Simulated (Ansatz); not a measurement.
A computed series for LiCl: response to strain

Base system: LiCl in the rock salt structure (space group Fm-3m, No. 225).

```
CELL_PARAMETERS angstrom
      0.00000     2.57519     2.57519
      2.57519     0.00000     2.57519
      2.57519     2.57519     0.00000
ATOMIC_POSITIONS crystal
  Li 0.00000 0.00000 0.00000
  Cl 0.50000 0.50000 0.50000
```

Strains are applied to the cell and any free atomic positions relax.

All numbers come from Ansatz (a first-principles code) PBE, no spin-orbit coupling.

```
isotropic strain (%)  pressure (GPa)
--------------------  --------------
-3                               3.5
-2.5                             2.8
-2                                 ?
-1.5                             1.6
-1                               1.0
0                                0.0
1                               -0.9
2                               -1.7
2.5                             -2.0
```

Problem. Fit P = P₀ − Bδ + Cδ² with δ = (1 + ε)³ − 1 to the rows shown and predict the withheld row.

Solution. Least squares on the printed values gives P₀ = 0.0 GPa, B = 32.5 GPa, C = 86.2 GPa (largest residual 0.0 GPa); this predicts 2.2 GPa, and the run gives 2.2 GPa, in agreement.

Stability against distortions was not tested.
